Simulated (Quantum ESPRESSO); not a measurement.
Hf:

```
CELL_PARAMETERS angstrom
3.19670 0.00000 0.00000
-1.59835 2.76842 0.00000
0.00000 0.00000 5.05780
ATOMIC_POSITIONS crystal
Hf 0.66667 0.33333 0.75000
Hf 0.33333 0.66667 0.25000
```

- Program: Quantum ESPRESSO 7.5
- Task: phonons
- Functional: PBE
- Potentials or basis: JTH 2.0 PBE
- Cutoff: 707 eV
- Density cutoff: 4245 eV
- k mesh: 7 × 7 × 4
- Occupations: cold, width 0.2 eV
- Spin: no spin polarisation
- Mixing beta: 0.5
- Most SCF iterations: 120
- SCF threshold: 4e-10 Ry

**Question.** Which optical modes does the crystal have at the zone centre, and which show in infrared and Raman spectra?

**Answer.** The optical modes are E2g + B1g. None is infrared active. Raman active: E2g.

Optical modes at Γ, degenerate ones joined:
```csv
cm⁻¹,components,symmetry,active in
67,2,E2g,Raman
113,1,B1g,silent
```

Caveat: the k mesh is coarse; the mesh is thin for the phonons of a metal.
